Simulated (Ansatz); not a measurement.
A run of Ansatz 0.2.0 is set up as follows.

File input.yaml:

```yaml
crystal:
  lattice:
    - [-1.69153447, 1.69153447, 2.05847399]
    - [1.69153447, -1.69153447, 2.05847399]
    - [1.69153447, 1.69153447, -2.05847399]
  atoms:
    - { symbol: H, position: [0.09013771, 0.09013771, 0.0] }
    - { symbol: H, position: [0.90986229, 0.90986229, 0.0] }
hamiltonian:
  xc: blyp
  pseudopotentials: { kind: paw }
kpoints:
  mp_grid: { grid: [11, 11, 11] }
scf:
  occupations: { method: fermi_dirac, width: 0.05 }
output:
  forces: true
  stress: true
  eigenvalues: true
relax:
  f_tol: 0.01
  max_steps: 40
  cell: { stress_tol: 0.05 }
```

Potentials or basis: Ansatz PAW.

Launch:

```sh
$ ansatz run input.yaml --threads 2 --pin off --max-ram 5632MiB --backend cpu --events-out ev --progress --plain --runs-dir out
```

(1) Predict the space group after relaxing (to 0.05 Å).

(2) What does it give for the relaxed cell?

(3) What does it give for the relaxed volume?

(4) Predict the band gap on the k mesh.

Answers

(1) I4/mmm (No. 139).

(2) a = 4.443 Å, b = 4.443 Å, c = 4.443 Å, α = 115.37°, β = 115.37°, γ = 98.23°.

(3) 32.81 Å³/atom.

(4) 10.00 eV, indirect (least direct gap 10.10 eV).

Caveat: the potentials were made for another functional, which shifts forces and pressure; the volume moved by over 15 % at a fixed basis, so the end points are rough; odd divisions of the mesh miss points on the zone boundary, where band edges often lie, so the gap on the mesh can be too wide; the plane-wave basis is chosen anew once the cell has moved, so the energies of steps on either side of that aren't comparable.
